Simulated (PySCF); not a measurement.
**Shieldings and the share of exact exchange**

Molecule: SMILES CCCCO, C₄H₁₀O.

Molfile (atoms numbered from 1):
```
C4H10O
     RDKit          3D

 15 14  0  0  0  0  0  0  0  0999 V2000
   -2.1910    0.0887    0.3687 C   0  0  0  0  0  0  0  0  0  0  0  0
   -0.8612    0.0082   -0.3638 C   0  0  0  0  0  0  0  0  0  0  0  0
    0.3384    0.0074    0.5713 C   0  0  0  0  0  0  0  0  0  0  0  0
    1.6657   -0.0755   -0.1497 C   0  0  0  0  0  0  0  0  0  0  0  0
    2.6952   -0.0533    0.8030 O   0  0  0  0  0  0  0  0  0  0  0  0
   -2.3213   -0.7659    1.0520 H   0  0  0  0  0  0  0  0  0  0  0  0
   -3.0410    0.0887   -0.3306 H   0  0  0  0  0  0  0  0  0  0  0  0
   -2.2573    1.0062    0.9751 H   0  0  0  0  0  0  0  0  0  0  0  0
   -0.7760    0.8547   -1.0686 H   0  0  0  0  0  0  0  0  0  0  0  0
   -0.8393   -0.9031   -0.9879 H   0  0  0  0  0  0  0  0  0  0  0  0
    0.3385    0.9184    1.1944 H   0  0  0  0  0  0  0  0  0  0  0  0
    0.2727   -0.8422    1.2729 H   0  0  0  0  0  0  0  0  0  0  0  0
    1.7477    0.7715   -0.8627 H   0  0  0  0  0  0  0  0  0  0  0  0
    1.6916   -1.0041   -0.7584 H   0  0  0  0  0  0  0  0  0  0  0  0
    3.5372   -0.0996    0.3419 H   0  0  0  0  0  0  0  0  0  0  0  0
  1  2  1  0
  2  3  1  0
  3  4  1  0
  4  5  1  0
  1  6  1  0
  1  7  1  0
  1  8  1  0
  2  9  1  0
  2 10  1  0
  3 11  1  0
  3 12  1  0
  4 13  1  0
  4 14  1  0
  5 15  1  0
M  END
```

GIAO shieldings (ppm, equivalent atoms averaged) in PySCF on the PBE0-D3(BJ)/def2-SVP geometry, basis pcSseg-1, gas phase, non-relativistic:

| functional | exact exchange (%) | σ(C4) | σ(O5) |
| --- | --- | --- | --- |
| BLYP | 0 | 103.2 | 287.9 |
| BP86 | 0 | 109.5 | 294.6 |
| PBE | 0 | 109.6 | 293.3 |
| PBE0 | 25 | 117.5 | 303.6 |
| mPW1PW91 | 25 | 116.8 | 302.6 |
| BHandHLYP | 50 | 118.7 | 307.4 |
| HF | 100 | 131.4 | 319.2 |

Question: Fit each shielding as a line in the percentage of exact exchange.

Answer: σ(C4) = 108.5 + 0.23 x (rms 2.6 ppm); σ(O5) = 293.4 + 0.27 x (rms 2.7 ppm). The functionals also differ in their semilocal parts, which the line can't hold; Hartree–Fock has no correlation at all.

Question: What does the line predict for B3LYP (20 %), and what does the run give?

Answer: σ(C4): 113.1 predicted, 110.2 computed; σ(O5): 298.8 predicted, 297.2 computed ppm.
